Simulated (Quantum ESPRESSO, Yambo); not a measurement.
# CdSe (Cadmoselite): G0W0 with Yambo, start to end, part 2 of 2

Aim: the G0W0 gap of CdSe (Cadmoselite) on PBE, step by step.

Quantum ESPRESSO 7.5 and Yambo 5.3.0; PBE and many-body steps on it, plane waves. Known limits of the many-body steps: not at the basis limit; no spin-orbit coupling; coarse k mesh.

So far. Step 2 (Ground state): The gap is direct, at Γ. Step 3 (Bands along the symmetry lines): The gap is 0.704 eV, as in the run before at this level.

The database entry behind the starting cell differs from later determinations by our own check (inner coordinate of an old entry), so it need not match the best structure at ambient conditions.

## Step 4: Empty states on the mesh, 3×3×2 mesh, 209 bands

Level of this step: DFT, PBE, plane waves, norm-conserving pseudopotentials (Quantum ESPRESSO).

The sums over transitions need many empty states on a uniform mesh; this step solves for them.

The input, pw.in:

```
&control
  calculation = 'nscf'
  prefix = 'x'
  outdir = 'o'
  pseudo_dir = 'pseudo'
/
&system
  ibrav = 0
  nat = 4
  ntyp = 2
  ecutwfc = 104.0
  nbnd = 209
  force_symmorphic = .true.
/
&electrons
  conv_thr = 1e-9
  electron_maxstep = 80
  diago_full_acc = .true.
  diago_thr_init = 5e-6
/
ATOMIC_SPECIES
  Cd 112.41 Cd.upf
  Se 78.971 Se.upf
CELL_PARAMETERS angstrom
  4.3000000000 -0.0000000000 0.0000000000
  -2.1500000000 3.7239092363 0.0000000000
  0.0000000000 0.0000000000 7.0200000000
ATOMIC_POSITIONS crystal
  Cd 0.3333333333 0.6666666667 0.0000000000
  Cd 0.6666666667 0.3333333333 0.5000000000
  Se 0.3333333333 0.6666666667 0.3850000000
  Se 0.6666666667 0.3333333333 0.8850000000
K_POINTS automatic
  3 3 2 0 0 0
```

On the command line:

```sh
$ OMP_NUM_THREADS=1 mpirun -n 8 pw.x -nk 4 -in pw.in > pw.out
```

What it wrote:

```text
[banner, memory and clock lines left out]
Program PWSCF v.7.5 starts

     Atomic positions and unit cell read from directory:
     o/x.save/

     Message from routine setup:
     using ibrav=0 with symmetry is DISCOURAGED, use correct ibrav instead

     bravais-lattice index     =            0
     lattice parameter (alat)  =       8.1258  a.u.
     unit-cell volume          =     758.5798 (a.u.)^3
     number of atoms/cell      =            4
     number of atomic types    =            2
     number of electrons       =        88.00
     number of Kohn-Sham states=          209
     kinetic-energy cutoff     =     104.0000  Ry
     charge density cutoff     =     416.0000  Ry
     Exchange-correlation= PBE
                           (   1   4   3   4   0   0   0)

     celldm(1)=   8.125822  celldm(2)=   0.000000  celldm(3)=   0.000000
     celldm(4)=   0.000000  celldm(5)=   0.000000  celldm(6)=   0.000000

     crystal axes: (cart. coord. in units of alat)
               a(1) = (   1.000000  -0.000000   0.000000 )
               a(2) = (  -0.500000   0.866025   0.000000 )
               a(3) = (   0.000000   0.000000   1.632558 )

     reciprocal axes: (cart. coord. in units 2 pi/alat)
               b(1) = (  1.000000  0.577350 -0.000000 )
               b(2) = (  0.000000  1.154701 -0.000000 )
               b(3) = ( -0.000000 -0.000000  0.612536 )
     Pseudo is Norm-conserving + core correction, Zval = 20.0
     Generated using ONCVPSP code by D. R. Hamann
     Using radial grid of 1368 points,  6 beta functions with:
     Pseudo is Norm-conserving + core correction, Zval = 24.0
     Generated using ONCVPSP code by D. R. Hamann
     Using radial grid of 1214 points,  6 beta functions with:
     Cd               20.00   112.41000     Cd( 1.00)
     Se               24.00    78.97100     Se( 1.00)

      6 Sym. Ops. (no inversion) found

   Cartesian axes

     site n.     atom                  positions (alat units)
         1        Cd     tau(   1) = (  -0.0000000   0.5773503   0.0000000  )
         2        Cd     tau(   2) = (   0.5000000   0.2886751   0.8162791  )
         3        Se     tau(   3) = (  -0.0000000   0.5773503   0.6285349  )
         4        Se     tau(   4) = (   0.5000000   0.2886751   1.4448140  )

     number of k points=     6
                       cart. coord. in units 2pi/alat
        k(    1) = (   0.0000000   0.0000000   0.0000000), wk =   0.1111111
        k(    2) = (   0.0000000   0.0000000  -0.3062678), wk =   0.1111111
        k(    3) = (   0.0000000   0.3849002   0.0000000), wk =   0.6666667
        k(    4) = (   0.0000000   0.3849002  -0.3062678), wk =   0.6666667
        k(    5) = (   0.3333333   0.5773503   0.0000000), wk =   0.2222222
        k(    6) = (   0.3333333   0.5773503  -0.3062678), wk =   0.2222222

     Dense  grid:   108753 G-vectors     FFT dimensions: (  54,  54,  90)

     The potential is recalculated from file :
     o/x.save/charge-density

     Starting wfcs are   46 randomized atomic wfcs +  163 random wfcs

     Band Structure Calculation

     End of band structure calculation

          k = 0.0000 0.0000 0.0000 ( 13573 PWs)   bands (ev):

  -198.9189-198.9189-138.3998-138.3998-138.3998-138.3998-138.3898-138.3898
   -93.5845 -93.5845 -54.6483 -54.6480 -54.6454 -54.6454 -54.6454 -54.6454
   -38.5755 -38.5755 -38.5755 -38.5755 -38.5630 -38.5630 -38.5629 -38.5629
   -38.5620 -38.5619  -4.4996  -4.1327   0.1628   0.1628   0.2184   0.2184
[...]
[... 15 further rows ...]
[...]
78.7176

          k = 0.0000 0.0000-0.3063 ( 13604 PWs)   bands (ev):

  -198.9189-198.9189-138.3998-138.3998-138.3998-138.3998-138.3898-138.3898
[...]
[... 15 further rows ...]
[...]
79.3339

          k = 0.0000 0.3849 0.0000 ( 13583 PWs)   bands (ev):

  -198.9189-198.9189-138.3998-138.3998-138.3998-138.3998-138.3898-138.3898
[...]
29.4740  30.1992  30.2950  30.9267  31.7287  32.2547  32.8525  32.8990
     [... 15 further rows ...]
    74.9697  75.0777  75.1005  75.3662  75.8376  76.2510  76.5876  76.7828
    77.6605

          k = 0.0000 0.3849-0.3063 ( 13604 PWs)   bands (ev):

     [... further k-points ...]

     highest occupied, lowest unoccupied level (ev):     8.0927    8.7964

     XML data file, pseudopotentials, collected wavefunctions
```

Wall time 47 s (8 MPI ranks of Arm Neoverse V2, shared host); peak memory 1.4 GiB; 6.1 min of CPU time.

This step gave:

```yaml
gap: 0.7038 eV
k_of_the_valence_top: 0, 0, 0
k_of_the_conduction_bottom: 0, 0, 0
least_direct_gap: 0.7038 eV
k_points_computed: 6
lowest_point_of_the_top_converged_band_above_the_valence_top: 68.0740 eV
```

On this mesh the gap is 0.704 eV.

## Step 5: Conversion and set-up

This step: Yambo 5.3.0; conversion and set-up on PBE, plane waves, norm-conserving pseudopotentials.

The states are converted to the many-body program's format and the q mesh is built.

On the command line:

```sh
$ (cd o/x.save; p2y > p2y.log; mv SAVE ../..); yambo > setup.log
```

What it wrote:

```text
 Yambo, version 5.3.0

 [02] CORE Variables Setup
 =========================

  [02.01] Unit cells
  ==================

  Cell kind             :  HCP
  Atoms in the cell     :  Cd  Se
  number of Cd atoms    :  2
  number of Se atoms    :  2

  List of atomic masses
  Mass of Cd    :  112.4100
  Mass of Se    :  78.97100

  List of atomic coordinates    : [cc]
  Cd1       : -0.40629E-09   4.6914       0.0000      order 1
  Cd2       :  4.062911  2.345723  6.632939  order 2
  Se1       : -0.40629E-09   4.6914       5.1074      order 3
  Se2       :   4.06291   2.34572  11.74030  order 4

  Alat factors          :   8.12582   7.03717  13.26588 [a.u.]
  Direct lattice volume :  758.5798 [a.u.]
  Direct lattice vectors:  A[ 1 ]  A[ 2 ]  A[ 3 ]
   A[ 1 ]:  1.000000 -0.000000  0.000000  [iru]
   8.125822 -0.000000  0.000000  [cc]
   A[ 2 ]: -0.500000  1.000000  0.000000  [iru]
  -4.062911  7.037169  0.000000  [cc]
   A[ 3 ]:  0.000000  0.000000  1.000000  [iru]
    0.00000   0.00000  13.26588  [cc]

  Recip. lattice volume :  0.326993 [a.u.]
  Recip. lattice vectors:  B[ 1 ]  B[ 2 ]  B[ 3 ]
   B[ 1 ]:  1.000000  0.500000  0.000000  [iku]
   0.773237  0.446429 -0.000000  [cc]
   B[ 2 ]:  0.000000  1.000000  0.000000  [iku]
   0.000000  0.892857 -0.000000  [cc]
   B[ 3 ]:  0.000000  0.000000  1.000000  [iku]
  -0.000000 -0.000000  0.473635  [cc]

  [02.02] Symmetries
  ==================

  Inversion symmetry    : yes
  Spatial inversion     : no
  Inversion index       :   7
  K-space Time-reversal : yes
  Magnetic symmetries   : no
  Time-reversal derived K-space symmetries:   7  12
  Group table correct   : yes
  Symmetries units      :  [cc]

   [S  1]:   1.0000       0.0000       0.0000     -0.31529E-16   1.0000       0.0000       0.0000       0.0000       1.0000
   [S  2]: -0.500000  0.866025  0.000000 -0.866025 -0.500000  0.000000  0.000000  0.000000  1.000000
   [S  3]: -0.500000 -0.866025  0.000000  0.866025 -0.500000  0.000000  0.000000  0.000000  1.000000
   [S  4]:  -1.0000       0.0000       0.0000      0.31529E-16   1.0000       0.0000       0.0000       0.0000       1.0000
   [S  5]:  0.500000  0.866025  0.000000  0.866025 -0.500000  0.000000  0.000000  0.000000  1.000000
   [S  6]:  0.500000 -0.866025  0.000000 -0.866025 -0.500000  0.000000  0.000000  0.000000  1.000000
   [S* 7]:  -1.0000      -0.0000      -0.0000      0.31529E-16  -1.0000      -0.0000      -0.0000      -0.0000      -1.0000
   [S* 8]:  0.500000 -0.866025 -0.000000  0.866025  0.500000 -0.000000 -0.000000 -0.000000 -1.000000
   [S* 9]:  0.500000  0.866025 -0.000000 -0.866025  0.500000 -0.000000 -0.000000 -0.000000 -1.000000
   [S*10]:   1.0000      -0.0000      -0.0000     -0.31529E-16  -1.0000      -0.0000      -0.0000      -0.0000      -1.0000
   [S*11]: -0.500000 -0.866025 -0.000000 -0.866025  0.500000 -0.000000 -0.000000 -0.000000 -1.000000
[...]
K_min[ 3 ] :  0.333333 -0.333333  0.000000 [rlu]
  Grid dimensions      :  2  3  3
  K lattice UC volume  :  0.018166 [a.u.]

  IBZ K-points                                      :   6
  BZ  K-points                                      :  18

  K/Q-points units:
  rlu = crystal or reduced units; cc = cartesian coordinates; iku = interal k-units

  K [1]          [rlu]:  0.000000  0.000000  0.000000
         WF components:  13573
  K [2]          [rlu]:  0.000000  0.000000 -0.500000
         WF components:  13604
  K [3]          [rlu]:  0.000000  0.333333  0.000000
         WF components:  13583
  K [4]          [rlu]:  0.000000  0.333333 -0.500000
         WF components:  13604
  K [5]          [rlu]:  0.333333  0.333333  0.000000
         WF components:  13611
  K [6]          [rlu]:  0.333333  0.333333 -0.500000
         WF components:  13566

  [02.05] Energies & Occupations
  ==============================

  [X] === General ===
  [X] Electronic Temperature                        :  0.000000  0.000000 [eV K]
  [X] Bosonic    Temperature                        :  0.000000  0.000000 [eV K]
  [X] Finite Temperature mode                       : no
  [X] El. density                                   :  0.78285E+24 [cm-3]
  [X] Fermi Level                                   :  8.092666 [eV]

  [X] === Gaps and Widths ===
  [X] Conduction Band Min                           :  0.703775 [eV]
  [X] Valence Band Max                              :  0.000000 [eV]
  [X] Filled Bands                                  :   44
  [X] Empty Bands                                   :   45  209
  [X] Direct Gap                                    :  0.703775 [eV]
  [X] Direct Gap localized at k                     :  1
  [X] Indirect Gap                                  :  0.703775 [eV]
  [X] Indirect Gap between kpts                     :  1  1
  [X] Last valence band width                       :  1.779171 [eV]
  [X] 1st conduction band width                     :  3.696325 [eV]

  E @ K [1]:  [eV]
  -207.0116 -207.0116 -146.4924 -146.4924 -146.4924 -146.4924 -146.4824 -146.4824
[...]
occ @ K [1]
[...]
E @ K [2]:  [eV]
[...]
occ @ K [2]
[...]
E @ K [3]:  [eV]
[...]
occ @ K [3]
[...]
E @ K [4]:  [eV]
[...]
occ @ K [4]
[...]
E @ K [5]:  [eV]
[...]
occ @ K [5]
[...]
E @ K [6]:  [eV]
[...]
occ @ K [6]
[...]
0.000000  0.000000  0.000000  0.000000  0.000000  0.000000  0.000000  0.000000
   0.000000  0.000000  0.000000  0.000000  0.000000  0.000000  0.000000  0.000000

 [03] Transferred momenta grid and indexing
 ==========================================

 IBZ Q-points                                      :   6
 BZ  Q-points                                      :  18

 K/Q-points units:
 rlu = crystal or reduced units; cc = cartesian coordinates; iku = interal k-units

 Q [1]          [rlu]:  0.000000  0.000000  0.000000
 Q [2]          [rlu]:  0.000000  0.000000 -0.500000
 Q [3]          [rlu]: -0.12136E-16  0.33333       0.0000
 Q [4]          [rlu]: -0.12136E-16  0.33333     -0.50000
 Q [5]          [rlu]:  0.333333  0.333333  0.000000
 Q [6]          [rlu]:  0.333333  0.333333 -0.500000

  [03.01] X indexes
  =================

   [03.01.01] Sigma indexes
   ========================

 [06] Game Over & Game summary
```

The job ended after 2.7 s (1 MPI rank; peak memory 0.25 GiB).

## Step 6: Screening and self-energy, 3×3×2 mesh, 209 bands, screening to 129.3 eV

G0W0 replaces the xc potential by the self-energy, built once from these orbitals. Only a window of levels is corrected, while the sums run over the empty bands that the input names.

This step: G0W0 on PBE, plane waves, norm-conserving pseudopotentials.

The input, gw1.in:

```
HF_and_locXC
gw0
dyson
ppa
em1d
rim_cut
RandQpts= 1000000
RandGvec= 1 RL
EXXRLvcs= 104 Ry
VXCRLvcs= 416 Ry
Chimod= "HARTREE"
% BndsRnXp
 1 | 209 |
%
NGsBlkXp= 9.5 Ry
% LongDrXp
 1 | 1 | 1 |
%
% GbndRnge
 1 | 209 |
%
DysSolver= "n"
ExtendOut
PPAPntXp= 27.21138 eV
% QPkrange
 1 | 1 | 43 | 46 |
%
```

On the command line:

```sh
$ OMP_NUM_THREADS=1 mpirun -n 8 yambo -F gw1.in -J gw1 -C gw1 > gw1.log
```

What it wrote:

```text
 Yambo, version 5.3.0

 [02] CORE Variables Setup
 =========================

  [... cell, symmetries and grids as in the set-up ...]

  [02.05] Energies & Occupations
  ==============================

  [X] === General ===
  [X] Electronic Temperature                        :  0.000000  0.000000 [eV K]
  [X] Bosonic    Temperature                        :  0.000000  0.000000 [eV K]
  [X] Finite Temperature mode                       : no
  [X] El. density                                   :  0.78285E+24 [cm-3]
  [X] Fermi Level                                   :  8.092666 [eV]

  [X] === Gaps and Widths ===
  [X] Conduction Band Min                           :  0.703775 [eV]
  [X] Valence Band Max                              :  0.000000 [eV]
  [X] Filled Bands                                  :   44
  [X] Empty Bands                                   :   45  209
  [X] Direct Gap                                    :  0.703775 [eV]
  [X] Direct Gap localized at k                     :  1
  [X] Indirect Gap                                  :  0.703775 [eV]
  [X] Indirect Gap between kpts                     :  1  1
  [X] Last valence band width                       :  1.779171 [eV]
  [X] 1st conduction band width                     :  3.696325 [eV]

 [03] Transferred momenta grid and indexing
 ==========================================

 IBZ Q-points                                      :   6
 BZ  Q-points                                      :  18

 K/Q-points units:
 rlu = crystal or reduced units; cc = cartesian coordinates; iku = interal k-units

 Q [1]          [rlu]:  0.000000  0.000000  0.000000
 Q [2]          [rlu]:  0.000000  0.000000 -0.500000
 Q [3]          [rlu]: -0.12136E-16  0.33333       0.0000
 Q [4]          [rlu]: -0.12136E-16  0.33333     -0.50000
 Q [5]          [rlu]:  0.333333  0.333333  0.000000
 Q [6]          [rlu]:  0.333333  0.333333 -0.500000

 [04] Coloumb potential Random Integration (RIM)
 ===============================================

  [04.01] RIM initialization
  ==========================

  * Diagonal components only detected *

  8 x (sBL volume)        :  0.145330 [a.u.]
  sBZ random points       :  1000000
  Points outside the sBZ  :   7980387
  RL volume               :  0.326993 [a.u.]
  Integrated volume       :  0.327797 [a.u.]

  [04.02] RIM integrals
  =====================

  Gamma point sphere radius             :  0.095368 [a.u.]
  Points outside the sphere             :   800063
  [Int_sBZ(q=0) 1/q^2]*(Vol_sBZ)^(-1/3) =:  7.697419
                                 should be <:  7.795600

  Summary of Coulomb integrals for non-metallic bands |Q|[au] RIM/Bare

  Q [1] 0.100000E-4 0.987406 * Q [2] 0.236818 0.992990
  Q [3] 0.297619 1.087479 * Q [4] 0.380341 1.048230
  Q [5] 0.515491 1.031768 * Q [6] 0.567286 1.024597

 [05] Dipoles
 ============

  [05.01] Setup: observables and procedures
  =========================================

  [WARNING] [x,Vnl] slows the Dipoles computation. To neglect it rename the ns.kb_pp file

 [06] Dynamic Dielectric Matrix (PPA)
 ====================================

 [SLK-Inversion]  Pools        :  2
 [SLK-Inversion]  BLACS grid   :  2  2

 [WR./gw1//ndb.pp]---------------------------------------------------------------
  Brillouin Zone Q/K grids (IBZ/BZ)                :   6  18   6  18
  RL vectors                                       :  15861 [WF]
  Coulomb cutoff potential                         : none
  Electronic Temperature                           :  0.000000 [K]
  Bosonic    Temperature                           :  0.000000 [K]
  PPA    diel. fun.  energies                      : Perdew, Burke & Ernzerhof(X)+Perdew, Burke & Ernzerhof(C)
  wavefunctions                                    : Perdew, Burke & Ernzerhof(X)+Perdew, Burke & Ernzerhof(C)
  Global Gauge                                     : length
  X matrix size                                    :   403
  X band range                                     :    1  209
  X e/h energy range                               : -1.000000 -1.000000 [eV]
  X Time ordering                                  : R
  X Hxc Kernel                                     : HARTREE
  X Drude frequency                                :  0.000000  0.000000
  X poles                                          :  100.0000 [o/o]
  RL vectors in the sum                            :  15861
  [r,Vnl] included                                 : yes
  Field direction                                  :  0.577350E-5  0.577350E-5  0.577350E-5
  BZ energy Double Grid                            : no
  BZ energy DbGd points                            : 0
  BZ Q point size factor                           : -1.000000
  X Optical Averaged directions                    : none

 [07] Local Exchange-Correlation + Non-Local Fock
 ================================================

 [VXC] Plane waves :  108753
 [EXS] Plane waves :  13597

 QP @ state[ 1 ] K range:  1  1
 QP @ state[ 1 ] b range:   43   46

 [xc] Functional : Perdew, Burke & Ernzerhof(X)+Perdew, Burke & Ernzerhof(C)
 [xc] LIBXC used to calculate xc functional
  PP Number of Atomic Species                      :  2
  NLCC RL compoments                               :  108753
  PP Number of Atomic Species                      :  2
  NLCC RL compoments                               :  108753

 [xc] E_xc :  -81.16671 [Ha]
      E_xc :  -162.3334 [Ry]

  Local XC kind (lXC) : Perdew, Burke & Ernzerhof(X)+Perdew, Burke & Ernzerhof(C)
  Non-Local XC kind (nlXC) : Hartree-Fock

  Corrections @ K [1] :  [eV]
 <43|nlXC|43> = -18.61546  0.30195E-17 <43|lXC|43> = -16.06651  0.37763E-15
 <44|nlXC|44> = -18.61532  0.11276E-16 <44|lXC|44> = -16.06651  0.41529E-24
 <45|nlXC|45> = -8.092770 -0.46281E-17 <45|lXC|45> = -11.82638  0.94408E-16
 <46|nlXC|46> = -7.294778 -0.12943E-17 <46|lXC|46> = -11.48394 -0.18882E-15

 [08] Dyson equation: Newton solver
 ==================================

  [08.01] G0W0 (W PPA)
  ====================

  [  GW  ] Bands range     :    1  209
  [GW/PPA] G damping       :  0.100000 [eV]

  QP @ state[ 1 ] K range:  1  1
  QP @ state[ 1 ] b range:   43   46

   Sc/G bands                                       :    1  209
   Sc/G damping                                     :  0.100000 ev
   Sc bands terminator                              : no
   Sx RL components                                 :  13597

   QP @ state[ 1 ] K range                          :  1  1
   QP @ state[ 1 ] b range                          :   43   46
   GF energies kind                                 : Perdew, Burke & Ernzerhof(X)+Perdew, Burke & Ernzerhof(C)
   GF WF`s kind                                     : Perdew, Burke & Ernzerhof(X)+Perdew, Burke & Ernzerhof(C)
   Xs energies kind                                 : Perdew, Burke & Ernzerhof(X)+Perdew, Burke & Ernzerhof(C)
   Xs WF`s kind                                     : Perdew, Burke & Ernzerhof(X)+Perdew, Burke & Ernzerhof(C)

 [11] Game Over & Game summary
```

Wall time 2.4 min (8 MPI ranks); peak memory 7.1 GiB.

This step gave:

```yaml
g0w0_gap_on_the_points_computed: 1.285 eV
starting_gap_on_the_mesh: 0.7038 eV
k_of_the_valence_top: 0, 0, 0
k_of_the_conduction_bottom: 0, 0, 0
least_direct_g0w0_gap_on_the_computed_points: 1.285 eV
z_at_the_valence_top: 0.7926
z_at_the_conduction_bottom: 0.8129
```

The gap on the mesh goes from 0.70 eV to 1.28 eV, a correction of +0.58 eV.

Limits: finite bands, cutoff and mesh; no spin-orbit coupling; coarse k mesh. v1 is the top filled band, c1 the lowest empty one. The levels before and after the correction (eV, zero at the valence-band top of each column):

|  | conduction bottom | valence top |
| --- | --- | --- |
| Kohn-Sham | 0.70 | 0.00 |
| G0W0 | 1.28 | 0.00 |

|  | level | energy (eV) |
| --- | --- | --- |
| Kohn-Sham | Γ v2-v1 | 0.000 |
| Kohn-Sham | Γ c1 | 0.704 |
| Kohn-Sham | Γ c2 | 2.123 |
| G0W0 | Γ v2-v1 | 0.000 |
| G0W0 | Γ c1 | 1.285 |
| G0W0 | Γ c2 | 2.812 |

## Step 7: Where the time went

Times are wall times on the hardware named with each run, good to a factor of about two.

| step | time | share | memory (GiB) |
| --- | --- | --- | --- |
| ground state | 58 s | 20 % | 1.4 |
| bands along the symmetry lines | 34 s | 12 % | 1.2 |
| empty states on the mesh | 47 s | 16 % | 1.4 |
| conversion and set-up | 2.7 s | 1 % | 0.25 |
| screening and self-energy | 2.4 min | 50 % | 7.1 |

## Step 8: Results

- PBE gap: 0.70 eV, direct
- G0W0 gap on the mesh: 1.28 eV
- GW settings: 3×3×2 mesh, 209 bands, screening to 129.3 eV, Godby-Needs plasmon pole
- known limits: not at the basis limit; no spin-orbit coupling; coarse k mesh

G0W0 moves the gap on the mesh from 0.70 eV to 1.28 eV (+0.58 eV), with Z of 0.79 and 0.81 at the edges. Only 1 of the mesh's irreducible points was corrected, so a valley elsewhere could overtake. The dearest step here is «screening and self-energy». Bands and cutoff are finite, so the gap is not at the basis limit. The miss can reach some tenths of an eV and take either sign; the mesh is an error of its own. In the G0W0 run levels were corrected at 1 k point alone, so a gap called «on the mesh» is the least over those, and an edge elsewhere would be missed. The 3×3×2 mesh is coarse for this cell, which bears on the long-range parts of exchange and screening. The many-body steps are scalar-relativistic: spin-orbit coupling is not in them.

[Paths, hosts, dates, memory and timing lines, banners, echoed tables and standing remarks are left out of the program output.]

[Logs are printed without paths, hosts, clocks, repeated set-up lines and the standing remarks that a program may print on its own settings, such as how far it seeks lower states.]

[Runs of the session that timed out or met a known fault of the program may be left out.]

[Hosts, paths, dates, database ids (printed as entryN), source tags and the programs' standing remarks are cut or masked in the printed files.]
